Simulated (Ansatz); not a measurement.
# Sn: the cost of one run

Computed with Ansatz 0.2.0 (DFT PBE, scalar-relativistic, unless a step's input says otherwise).

## 1. The starting structure

The structure is cubic, space group Fd-3m (No. 227). Conventional cell: a = 6.491 Å, b = 6.491 Å, c = 6.491 Å, α = 90.00°, β = 90.00°, γ = 90.00°. Sn (site symmetry -43m) is surrounded by 4 Sn at 2.81 Å.

Coordinates:

```cif
data_structure
_symmetry_space_group_name_H-M 'Fd-3m:1'
_symmetry_Int_Tables_number 227
_cell_length_a 6.4912
_cell_length_b 6.4912
_cell_length_c 6.4912
_cell_angle_alpha 90.000
_cell_angle_beta 90.000
_cell_angle_gamma 90.000
_cell_volume 273.51
loop_
_atom_site_label
_atom_site_type_symbol
_atom_site_symmetry_multiplicity
_atom_site_Wyckoff_symbol
_atom_site_fract_x
_atom_site_fract_y
_atom_site_fract_z
_atom_site_occupancy
Sn1 Sn 8 a 0.50000 0.00000 0.50000 1
```

The file gives the conventional cell by its symmetry; the runs use the cell typed in the input.

Atoms are numbered in the order of the input: Sn1, Sn2.

## 2. After the deformation

Space group Fd-3m before, R-3m after.

## 3. LAPW, all electrons

Input file input.yaml:

```yaml
crystal:
  lattice:
    - [0.032456, 3.261828, 3.261828]
    - [3.261828, 0.032456, 3.261828]
    - [3.261828, 3.261828, 0.032456]
  atoms:
    - { symbol: Sn, position: [0.5, 0.5, 0.5] }
    - { symbol: Sn, position: [0.75, 0.75, 0.75] }
kpoints:
  mp_grid: { grid: [9, 9, 9] }
  band_path:
    path:
      - [0.0, 0.0, 0.0]
      - [0.5, 0.5, 0.5]
      - [0.247543133, 0.5, 0.752456867]
      - [-0.247543133, 0.247543133, 0.5]
      - [0.0, 0.0, 0.5]
      - [0.0, 0.0, 0.0]
      - [-0.3737715665, 0.0, 0.3737715665]
      - [0.0, 0.3737715665, 0.6262284335]
      - [0.0, 0.5, 0.5]
    npoints: 5
scf:
  occupations: { method: fermi_dirac, width: 0.03 }
hamiltonian:
  xc: pbe
  pseudopotentials: { kind: all_electron, lapw: { basis_error: 0.00025 } }
output:
  forces: true
  stress: true
  eigenvalues: true
```

On the command line:

```sh
$ ansatz run input.yaml --threads 1 --pin off --max-ram 3072MiB --backend cpu --events-out ev --progress --plain --runs-dir out
```

Q: Estimate wall time and peak memory on 1 thread of Arm Neoverse V1, shared host.

About 51 s, with a peak of 0.54 GiB.
